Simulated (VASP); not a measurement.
Input of a VASP 6.6.1 run:

Contents of INCAR:

```
SYSTEM = Mg
PREC     = Accurate       ! precision mode
ENCUT    = 520            ! plane-wave cutoff, eV
EDIFF    = 1E-7           ! SCF threshold, eV
ISMEAR   = 0              ! smearing method
SIGMA    = 0.019000000000000003 ! smearing width, eV
LREAL    = .False.        ! projectors in reciprocal space
LASPH    = .True.         ! aspherical terms in the spheres
NELM     = 100            ! most SCF steps
ALGO     = Normal         ! electronic algorithm
ISIF     = 2              ! what is computed and relaxed
LWAVE    = .False.        ! write WAVECAR
LCHARG   = .False.        ! write CHGCAR
GGA      = PE             ! functional
NBANDS   = 9              ! bands
```

The input KPOINTS:

```
regular mesh
0
Gamma
  10 10 5
  0 0 0
```

POSCAR

```
Mg
1.0
    3.2093000000      0.0000000000      0.0000000000
   -1.6046500000      2.7793353284      0.0000000000
    0.0000000000      0.0000000000      5.2103000000
Mg
2
Direct
    0.6666666667      0.3333333333      0.7500000000
    0.3333333333      0.6666666667      0.2500000000
```

Potentials or basis: VASP PAW PBE potentials, release 64 (Mg).

Run with:

```sh
$ cat potpaw_PBE.64/Mg/POTCAR > POTCAR
$ mpirun -np 1 vasp_std > vasp.out
```

Q: Estimate the pressure.

A: -0.6 GPa.

Q: What does it give for the band gap on the k mesh?

A: None (metal or under the smearing width).

Stress tensor (GPa, compression positive):
```
-0.81  0.00  0.00
 0.00 -0.81  0.00
 0.00  0.00 -0.09
```
